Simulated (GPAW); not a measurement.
# Pb (Fm-3m) in GPAW: settings compared

Aim: see how the results for Pb move with the level of theory and the settings. Levels: PBE, LDA, r2SCAN. Tasks: optical spectrum, equation of state.

All numbers are computed with GPAW 26.7.0; they aren't measurements. Logs are shortened: lines on timing, memory, paths and dates and some standing lists are left out, and cuts for length are marked. The log counts tension as positive stress, the text compression.

## 1. The structure

The structure is cubic, space group Fm-3m (No. 225). Conventional cell: a = 4.917 Å, b = 4.917 Å, c = 4.917 Å, α = 90.00°, β = 90.00°, γ = 90.00°. Around Pb (site symmetry m-3m) lie 12 Pb at 3.48 Å.

## 2. Optical spectrum, PBE

Contents of run.py:

```python
from ase import Atoms
from ase.dft.bandgap import bandgap
from ase.io import write
from gpaw import GPAW, PW
from gpaw.response.df import DielectricFunction

atoms = Atoms(['Pb'],
              cell=[[0.0, 2.458408627, 2.458408627],
                    [2.458408627, 0.0, 2.458408627],
                    [2.458408627, 2.458408627, 0.0]],
              scaled_positions=[[0.0, 0.0, 0.0]],
              pbc=True)

calc = GPAW(mode=PW(450),
            xc='PBE',
            kpts={'size': (8, 8, 8), 'gamma': True},
            occupations={'name': 'fermi-dirac', 'width': 0.05},
            nbands=14,
            convergence={'density': 1e-06},
            maxiter=150,
            txt='gpaw.txt')
atoms.calc = calc
energy = atoms.get_potential_energy()
calc.write('gs.gpw')
write('result.traj', atoms)
print(f'Energy: {energy:.6f} eV')
print('Fermi level:', round(calc.get_fermi_level(), 4), 'eV')
print(f'Gap: {bandgap(calc)[0]:.4f} eV, direct: {bandgap(calc, direct=True)[0]:.4f} eV')

dense = calc.fixed_density(kpts={'size': (23, 23, 23), 'gamma': True},
                           nbands=23, convergence={'bands': 17, 'eigenstates': 1e-7},
                           update_fermi_level=True, txt='dense.txt')
dense.write('dense.gpw', mode='all')

df = DielectricFunction('dense.gpw', frequencies={'type': 'nonlinear', 'domega0': 0.05, 'omega2': 10},
                        eta=0.1, ecut=50, nbands=17, rate='eta', txt='df.txt')
for direction in ['x']:
    df.get_dielectric_function(xc='RPA', direction=direction, filename=f'df_{direction}.csv')
```

Potentials or basis: GPAW PAW data sets (gpaw-data 1.2.1), pw.

Command:

```sh
> OMP_NUM_THREADS=1 python run.py
```

gpaw.txt:

```text
__  _  _
 | _ |_)|_||  |
 |__||  | ||/\| - 26.7.0

Input parameters:
  mode=PW(ecut=450.00000000000006),
  convergence={'density': 1e-06},
  kpts=MonkhorstPack(size=(8, 8, 8), gamma=True),
  maxiter=150,
  nbands=14,
  occupations=Occupations(name='fermi-dirac', width=0.05),
  xc=XC(name='PBE')

Diagonalizing LCAO Hamiltonian
Converting LCAO to pw mode

       Pb

Atoms  # Å, Bohr magnetons
|   | symbol |        x |        y |        z |    initial magnetic moments |
|---|--------|----------|----------|----------|-----------------------------|
| 0 |     Pb | 0.000000 | 0.000000 | 0.000000 | ( 0.0000,  0.0000,  0.0000) |

Unit cell  # Å
| periodic |        x |        y |        z |  lengths |    angles |
|----------|----------|----------|----------|----------|-----------|
|      yes | 0.000000 | 2.458409 | 2.458409 | 3.476715 | 60.000000 |
|      yes | 2.458409 | 0.000000 | 2.458409 | 3.476715 | 60.000000 |
|      yes | 2.458409 | 2.458409 | 0.000000 | 3.476715 | 60.000000 |

Number of symmetries: 48
Symmetry operations  # r_c * U_cc + t_c -> r_c
|    | kind |            matrix            |
|----|------|------------------------------|
|  0 |  σ   |  1, 0, 0,  1, 0,-1,  1,-1, 0 |
|  1 |  C2  |  1, 0, 0,  1,-1, 0,  1, 0,-1 |
|  2 |  E   |  1, 0, 0,  0, 1, 0,  0, 0, 1 |
|  3 |  σ   |  1, 0, 0,  0, 0, 1,  0, 1, 0 |
|  4 |  C4  |  1, 0,-1,  1, 0, 0,  1,-1, 0 |
|  5 |  S6  |  1, 0,-1,  1,-1, 0,  1, 0, 0 |
|  6 |  σ   |  1, 0,-1,  0, 1,-1,  0, 0,-1 |
|  7 |  C3  |  1, 0,-1,  0, 0,-1,  0, 1,-1 |
|  8 |  S6  |  1,-1, 0,  1, 0, 0,  1, 0,-1 |
|  9 |  C4  |  1,-1, 0,  1, 0,-1,  1, 0, 0 |
| 10 |  C3  |  1,-1, 0,  0,-1, 1,  0,-1, 0 |
| 11 |  σ   |  1,-1, 0,  0,-1, 0,  0,-1, 1 |
| 12 |  σ   |  0, 1, 0,  1, 0, 0,  0, 0, 1 |
| 13 |  C4  |  0, 1, 0,  0, 1,-1, -1, 1, 0 |
| 14 |  C3  |  0, 1, 0,  0, 0, 1,  1, 0, 0 |
| 15 |  S6  |  0, 1, 0, -1, 1, 0,  0, 1,-1 |
| 16 |  C2  |  0, 1,-1,  1, 0,-1,  0, 0,-1 |
| 17 |  σ   |  0, 1,-1,  0, 1, 0, -1, 1, 0 |
| 18 |  S4  |  0, 1,-1,  0, 0,-1,  1, 0,-1 |
| 19 |  C4  |  0, 1,-1, -1, 1, 0,  0, 1, 0 |
| 20 |  C3  |  0, 0, 1,  1, 0, 0,  0, 1, 0 |
| 21 |  σ   |  0, 0, 1,  0, 1, 0,  1, 0, 0 |
| 22 |  S6  |  0, 0, 1,  0,-1, 1, -1, 0, 1 |
| 23 |  C4  |  0, 0, 1, -1, 0, 1,  0,-1, 1 |
| 24 |  S4  |  0, 0,-1,  1, 0,-1,  0, 1,-1 |
| 25 |  C3  |  0, 0,-1,  0, 1,-1,  1, 0,-1 |
| 26 |  C2  |  0, 0,-1,  0,-1, 0, -1, 0, 0 |
| 27 |  S6  |  0, 0,-1, -1, 0, 0,  0,-1, 0 |
| 28 |  S4  |  0,-1, 1,  1,-1, 0,  0,-1, 0 |
| 29 |  C4  |  0,-1, 1,  0, 0, 1, -1, 0, 1 |
| 30 |  C2  |  0,-1, 1,  0,-1, 0,  1,-1, 0 |
| 31 |  σ   |  0,-1, 1, -1, 0, 1,  0, 0, 1 |
| 32 |  C3  |  0,-1, 0,  1,-1, 0,  0,-1, 1 |
| 33 |  S6  |  0,-1, 0,  0, 0,-1, -1, 0, 0 |
| 34 |  S4  |  0,-1, 0,  0,-1, 1,  1,-1, 0 |
| 35 |  C2  |  0,-1, 0, -1, 0, 0,  0, 0,-1 |
| 36 |  C2  | -1, 1, 0,  0, 1, 0,  0, 1,-1 |
| 37 |  S6  | -1, 1, 0,  0, 1,-1,  0, 1, 0 |
| 38 |  S4  | -1, 1, 0, -1, 0, 1, -1, 0, 0 |
| 39 |  C3  | -1, 1, 0, -1, 0, 0, -1, 0, 1 |
| 40 |  S6  | -1, 0, 1,  0, 0, 1,  0,-1, 1 |
| 41 |  C2  | -1, 0, 1,  0,-1, 1,  0, 0, 1 |
| 42 |  C3  | -1, 0, 1, -1, 1, 0, -1, 0, 0 |
| 43 |  S4  | -1, 0, 1, -1, 0, 0, -1, 1, 0 |
| 44 |  C2  | -1, 0, 0,  0, 0,-1,  0,-1, 0 |
| 45 |  i   | -1, 0, 0,  0,-1, 0,  0, 0,-1 |
| 46 |  σ   | -1, 0, 0, -1, 1, 0, -1, 0, 1 |
| 47 |  C2  | -1, 0, 0, -1, 0, 1, -1, 1, 0 |

BZ-sampling:
  Number of BZ points: 512
  Number of IBZ points: 29

  Monkhorst-Pack size: [8, 8, 8]
  Monkhorst-Pack shift: [0.0625, 0.0625, 0.0625]

K-points  # in reciprocal-cell coordinates
|     |                                coordinates |     weight |
|-----|--------------------------------------------|------------|
|   0 | (  0.00000000,   0.00000000,   0.00000000) | 0.00195312 |
|   1 | (  0.12500000,   0.12500000,   0.00000000) | 0.01171875 |
|   2 | (  0.12500000,   0.12500000,   0.12500000) | 0.01562500 |
|   3 | (  0.25000000,   0.12500000,   0.12500000) | 0.02343750 |
|   4 | (  0.25000000,   0.25000000,   0.00000000) | 0.01171875 |
|   5 | (  0.25000000,   0.25000000,   0.12500000) | 0.04687500 |
|   6 | (  0.25000000,   0.25000000,   0.25000000) | 0.01562500 |
|   7 | (  0.37500000,   0.25000000,  -0.37500000) | 0.04687500 |
|   8 | (  0.37500000,   0.25000000,   0.12500000) | 0.04687500 |
|   9 | (  0.37500000,   0.25000000,   0.25000000) | 0.04687500 |
| ... |                                            |            |
|  28 | (  0.50000000,   0.50000000,   0.50000000) | 0.00781250 |

Plane wave coefficients: 660
Cutoff: 450.00000000000006 eV

Spin-components: 1 (collinear spins)
Bands:           14
Projectors:      6
Spin-degeneracy: 2
Datatype:        complex128

Parallelization:
  kpt:    1
  domain: 1
  band:   1

Density:
  Valence electrons: 14.0
  Components: 1
  Grid points: [18 18 18]
  Charge: 0.0  # |e|

Potential:
  Grid points: [18 18 18]

species:
  Pb:
    name:    Lead
    Z:       82.0
    valence: 14
    core:    68
    charge:  0.0  # [|e|]
    compensation charges:
      type: gauss
      rc: 0.38  # [Å]
      lmax: 2
    cutoffs:
      filter: 2.36  # [Å]
      core: 2.43  # [Å]
    projectors
    | kind |    occ | energy [eV] | rcut [Å] |
    |------|--------|-------------|----------|
    |   6s |  2.000 |     -11.969 |    1.259 |
    |   6p |  2.000 |      -3.506 |    1.275 |
    |   5d | 10.000 |     -21.211 |    1.217 |
    |    s |        |      15.243 |    1.259 |
    |    p |        |      23.705 |    1.275 |
    |    d |        |       6.001 |    1.217 |

    Using partial waves for Pb as LCAO basis

Reference energy: -567274.463364  # eV

eigensolver:
  PPCG
  Converge bands: occupied
  niter=2

density mixing:
  MSR1-Mixer
  Pratt-step length: 0.05
  Maximum mixing coefficient: 0.75
  Old densities: 10
  SVD Regularization: 0.005
  Good broyden scale: 1.0
  Trust region scale: 1.0
  Backstep threshold: 4.0
  History deletion threshold: 6.0
  Fourier metric: weight=20.0, sigma=0.015

occupation numbers:
  Fermi-Dirac:
    width: 0.0500  # eV

poisson solver:
  ecut: 3600.0000000000005  # eV

xc functional:
  name: PBE with 2 nearest neighbor stencil

convergence criteria:
- Maximum integral of absolute [dens]ity change: 1e-06 electrons / valence electron
- Maximum [total energy] change in last 3 cyles: 0.0005 eV / valence electron
- Maximum integral of absolute [eigenst]ate change: 4e-08 eV^2 / valence electron
maximum number of iterations: 150

SCF iterations
|iter     | |      energy | eigst |  dens |
|---------|-|-------------|-------|-------|
|iter:   1| |   -3.801110 | -0.32 |       |
|iter:   2| |   -3.800537 | -2.37 | -1.80 |
|iter:   3| |   -3.786868 | -2.59 | -1.83 |
|iter:   4| |   -3.786779 | -3.64 | -2.35 |
|iter:   5| |   -3.786860c| -4.37 | -2.75 |
|iter:   6| |   -3.786861c| -6.35 | -3.91 |
|iter:   7| |   -3.786860c| -6.85 | -4.32 |
|iter:   8| |   -3.786860c| -7.94c| -5.24 |
|iter:   9| |   -3.786860c| -8.51c| -5.69 |
|iter:  10| |   -3.786860c| -8.96c| -6.60c|

Converged in 10 steps
Energy contributions relative to reference atoms: (reference = -567274.463364)

Energy contributions:
  Kinetic:          10.323689
  Coulomb:         -10.113624
  Zero:              0.043550
  External:          0.000000
  Xc:               -4.038793
  Entropy:          -0.003364
  Spinorbit:         0.000000
  ----------------------------
  Free energy:      -3.788542
  Extrapolated:     -3.786860

dipole moment: (-20.782181, -20.782181, -20.782181)  # |e|*Ang

Fermi level: 7.844
Eigenvalues  # (at kpt = [0.000, 0.000, 0.000])
| band index |      eig [eV] | occ [0-2] |
|------------|---------------|-----------|
|          0 |        -9.216 |     2.000 |
|          1 |        -9.216 |     2.000 |
|          2 |        -9.216 |     2.000 |
|          3 |        -9.068 |     2.000 |
|          4 |        -9.068 |     2.000 |
|          5 |        -3.977 |     2.000 |
|          6 |        15.408 |     0.000 |
|          7 |        15.408 |     0.000 |
|          8 |        15.408 |     0.000 |
|          9 |        17.700 |     0.000 |
|         10 |        19.543 |     0.000 |
|         11 |        20.482 |     0.000 |
|         12 |        20.482 |     0.000 |
|         13 |        20.482 |     0.000 |

No gap
No difference between direct/indirect transitions
# Writing to gs.gpw (mode='')
```

It took 2.2 min on 1 thread of Arm Neoverse V1, shared host; peak memory 0.37 GiB.

What came out:

* Free energy: -3.7885 eV
* Band gap on the k mesh: none (metal or under the smearing width)

Dielectric function (mean over the directions given):
```tsv
energy (eV)	real part	imaginary part
0.67	-136.24	54.71
1.26	-24.79	18.47
1.89	-10.50	30.95
2.54	-10.98	22.17
3.17	-14.58	9.97
3.76	-12.89	6.66
4.44	-8.49	3.55
5.01	-6.34	1.63
5.68	-4.47	1.00
6.31	-2.98	0.63
6.87	-2.05	0.60
7.55	-1.49	0.82
8.16	-1.14	0.72
8.80	-0.87	0.81
9.47	-0.72	0.75
10.16	-0.63	0.61
10.78	-0.34	0.51
11.41	-0.30	0.44
12.08	-0.18	0.31
12.65	0.02	0.30
13.36	0.10	0.24
13.97	0.21	0.19
14.61	0.29	0.20
15.26	0.40	0.13
15.94	0.56	0.10
16.64	0.75	0.13
17.36	0.82	0.35
18.12	0.81	0.41
18.90	0.78	0.51
19.87	0.68	0.51
```

Caveat: the intraband term hangs on this k mesh; the long-wavelength limit can be off by a per cent or two; independent-particle spectra lack excitons.

(Continued in part 2 of 2.)
